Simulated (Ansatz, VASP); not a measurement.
## C: VASP beside Ansatz

File INCAR:

```
  PREC = Accurate
  ENCUT = 600
  EDIFF = 1E-6
  ISMEAR = -1
  SIGMA = 0.05
  LREAL = False
  LASPH = True
  NELM = 80
  ALGO = Normal
  ISIF = 3
  LWAVE = False
  LCHARG = False
  GGA = RE
  IBRION = 2
  NSW = 60
  EDIFFG = -0.01
```

The input KPOINTS:

```
regular mesh
0
Gamma
  10 10 10
```

Contents of POSCAR:

```
C
1.0
    2.6197200000      0.0000000000      0.0000000000
    0.0000000000      2.6197200000      0.0000000000
    0.0000000000      0.0000000000      2.6197200000
C
3
Direct
    0.0000000000      0.5000000000      0.5000000000
    0.5000000000      0.0000000000      0.5000000000
    0.5000000000      0.5000000000      0.0000000000
```

File input.yaml:

```yaml
crystal:
  lattice:
    - [2.61972, 0.0, 0.0]
    - [0.0, 2.61972, 0.0]
    - [0.0, 0.0, 2.61972]
  atoms:
    - { symbol: C, position: [0.0, 0.5, 0.5] }
    - { symbol: C, position: [0.5, 0.0, 0.5] }
    - { symbol: C, position: [0.5, 0.5, 0.0] }
hamiltonian:
  xc: revpbe
  pseudopotentials: { kind: paw }
kpoints:
  mp_grid: { grid: [10, 10, 10] }
scf:
  occupations: { method: fermi_dirac, width: 0.05 }
output:
  forces: true
  stress: true
  eigenvalues: true
relax:
  f_tol: 0.01
  max_steps: 40
  cell: { stress_tol: 0.05 }
```

The cell was built by a generator and needn't be a form met in nature.

Alike in both runs: task relaxation of cell and atoms; functional revPBE; k mesh 10 × 10 × 10; occupations fermi-dirac, width 0.05 eV; no spin polarisation.

|  | VASP | Ansatz |
| --- | --- | --- |
| version | VASP 6.6.1 | Ansatz 0.2.0 |
| potentials or method | VASP PAW PBE potentials, release 64 (C) | Ansatz PAW |
| plane-wave cutoff (eV) | 600 | 420 |
| valence electrons in the cell | 12 | 12 |

VASP gave:

- gap on the k mesh at the Fermi level, each at its own relaxed structure (eV): none
- relaxed volume (Å³/atom): 6.21
- relaxed cell length with the largest relative difference (Å): 2.651
- energy change over the relaxation (meV/atom): -4

Question: Which values does Ansatz return?

Answer: gap on the k mesh at the Fermi level, each at its own relaxed structure (eV): none; relaxed volume (Å³/atom): 6.23; relaxed cell length with the largest relative difference (Å): 2.654; energy change over the relaxation (meV/atom): -5.

A gap of «none» marks a metal or a gap that the smearing closes.

Caveats: the PAW data sets were made with another functional, which shifts forces and pressure a little (VASP); the plane-wave basis is chosen anew once the cell has moved, so the energies of steps on either side of that aren't comparable (Ansatz); the pressure holds a Pulay correction of +0.7 GPa for the finite cutoff (Ansatz); the PAW data sets come from PBE, with cores solved anew for the run's functional, which leaves a small shift of forces and pressure (Ansatz).
